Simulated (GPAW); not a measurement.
Input of a GPAW 26.7.0 run:

File run.py:

```python
from ase.calculators.mixing import SumCalculator
from ase.eos import EquationOfState
from ase.io import Trajectory, read
from ase.units import GPa
from dftd4.ase import DFTD4
from gpaw import GPAW, PW, setup_paths

setup_paths.insert(0, '.')

atoms = read('Ge.cif')

traj = Trajectory('eos.traj', 'w')
volumes, energies = [], []
for x in [0.94, 0.96, 0.98, 1.0, 1.02, 1.04, 1.06]:
    a = atoms.copy()
    a.set_cell(atoms.cell * x**(1 / 3), scale_atoms=True)
    calc = GPAW(mode=PW(600),
                xc='BLYP',
                kpts={'size': (8, 8, 8), 'gamma': True},
                occupations={'name': 'fermi-dirac', 'width': 0.05},
                nbands=11,
                convergence={'density': 1e-05, 'energy': 1e-05},
                eigensolver='davidson',
                maxiter=150,
                txt=f'eos-{x:.2f}.txt')
    a.calc = SumCalculator([calc, DFTD4(method='blyp')])
    energies.append(a.get_potential_energy())
    volumes.append(a.get_volume())
    p = -a.get_stress()[:3].mean() / GPa
    calc.write(f'eos-{x:.2f}.gpw')
    traj.write(a)
    print(f'{x:.2f} {volumes[-1]:10.4f} A^3 {energies[-1]:14.6f} eV {p:9.3f} GPa', flush=True)

v0, e0, B = EquationOfState(volumes, energies, eos='birchmurnaghan').fit()
print(f'V0 = {v0:.4f} A^3, E0 = {e0:.6f} eV, B0 = {B / GPa:.2f} GPa')
```

Ge.cif

```cif
data_Ge
_cell_length_a 4.00068289
_cell_length_b 4.00068289
_cell_length_c 4.00068289
_cell_angle_alpha 60.00000000
_cell_angle_beta 60.00000000
_cell_angle_gamma 60.00000000
_space_group_name_H-M_alt 'P1'
_space_group_name_Hall 'P 1'
_space_group_IT_number 1
loop_
_space_group_symop_operation_xyz
'x,y,z'
loop_
_atom_site_label
_atom_site_type_symbol
_atom_site_symmetry_multiplicity
_atom_site_Wyckoff_symbol
_atom_site_fract_x
_atom_site_fract_y
_atom_site_fract_z
_atom_site_occupancy
Ge1 Ge 1 a 0.7500000000 0.7500000000 0.7500000000 1
Ge2 Ge 1 a 0.5000000000 0.5000000000 0.5000000000 1
```

Potentials or basis: PAW data sets generated in the run's folder for this functional, pw.

Command:

```sh
$ gpaw-setup -f BLYP Ge
$ OMP_NUM_THREADS=1 python run.py
```

**Question.** What does it give for the pressure derivative of the bulk modulus?

**Answer.** 4.9.

**Question.** Predict the equilibrium volume.

**Answer.** 23.70 Å³/atom.

**Question.** Predict the bulk modulus.

**Answer.** 59 GPa.

Energy against volume, from the lowest point:
```tsv
volume (Å³/atom)	energy (meV/atom)
21.281	55.74
21.733	35.26
22.186	20.00
22.639	9.33
23.092	2.81
23.545	0.00
23.997	0.47
```

**Experimental background.**

“Sub-monolayer structures of Ag overlayers on Ge(111): experimental observations and first-principles study”, 2019, arxiv:1908.00180 quotes, for a bulk crystal of Ge: bulk modulus 75.8 GPa.

A measured bulk modulus of Ge is 75.8 GPa (quoted in “Sub-monolayer structures of Ag overlayers on Ge(111): experimental observations and first-principles study”, 2019, arxiv:1908.00180); the calculated 59 GPa misses it by -22.5 %. The fit is for a static lattice scaled at fixed shape and fixed fractional positions. The cell as given is a measured one (22.64 Å³/atom); BLYP+D4 puts the equilibrium volume +4.7 % from it, thermal expansion not counted.
